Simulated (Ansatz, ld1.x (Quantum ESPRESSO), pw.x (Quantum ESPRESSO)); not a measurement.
# aluminium (Al) (bcc): variants of one PAW potential in the solid

ld1.x (Quantum ESPRESSO) 7.5 input, shortened:

```
&input
   title='Al', zed=13., rel=1, dft='PBE', iswitch=3,
   config='[Ne] 3s2 3p1 3d-2'
 /
 &inputp
   pseudotype=3, lpaw=.true., tm=.true., lloc=-1, rcloc=1.95,
   nlcc=.true., new_core_ps=.true.,
   which_augfun='PSQ', rmatch_augfun_nc=.true.
 /
5
3S  1  0   2.00   0.00  2.00  2.15  0.0
3S  1  0   0.00   0.15  2.00  2.15  0.0
3P  2  1   1.00   0.00  1.65  2.05  0.0
3P  2  1   0.00   2.60  1.65  2.05  0.0
3D  3  2  -2.00   0.50  1.70  1.85  0.0
 &test
   configts(1)='3s2 3p1'
 /
```

Crystal test: bcc Al in pw.x 7.5, no spin, 14³ k-points, Fermi–Dirac smearing 0.01 Ry, cutoffs set for each file from its atomic test. The reference is all-electron LAPW (Ansatz 0.2.0) with the same functional, mesh and smearing; V0 and B0 come from Birch–Murnaghan fits to the pressures at five volumes. Errors are pseudo minus all-electron; Δ is the rms difference of the E(V) curves that follow from these fits, minima aligned, over ±6 % about the mean V0. Mesh and smearing are coarse, so the numbers serve the comparison and aren't converged zero-temperature values; the lattice is a test structure that the element need not adopt.

All-electron: a0 = 3.237 Å (V0 = 16.96 Å³/atom), B0 = 68.4 GPa.

1 further variants are left out: they gave no file fit for a test, a broken result, the same result as the base, or pressures whose basis-set error rivals the error shown.

```tsv
change	cutoffs (Ry)	pw.x	a0 (Å)	a0 error (%)	B0 error (%)	Δ (meV/atom)	mean pressure error (GPa)
base	40/320	converged	3.238	+0.02	+0.5	0.1	+0.04
added wave 3d channel at 1.35 Ry: rcut 1.70, rcutus 1.85 bohr	40/320	converged	3.237	-0.00	+0.5	0.0	-0.00
waves 3p (bound): rcut 1.65, rcutus 2.40 bohr; 3p channel at 2.6 Ry: rcut 1.65, rcutus 2.40 bohr	40/320	converged	3.238	+0.02	+0.6	0.2	+0.04
wave 3p channel at 2.6 Ry: rcut 1.65, rcutus 2.05 bohr becomes 3p channel at -0.11 Ry: rcut 1.65, rcutus 2.05 bohr	40/320	converged	3.239	+0.05	+0.5	0.4	+0.10
local potential all-electron potential smoothed inside 2.56 bohr (lloc = -1)	40/320	converged	3.239	+0.06	+0.4	0.5	+0.13
```
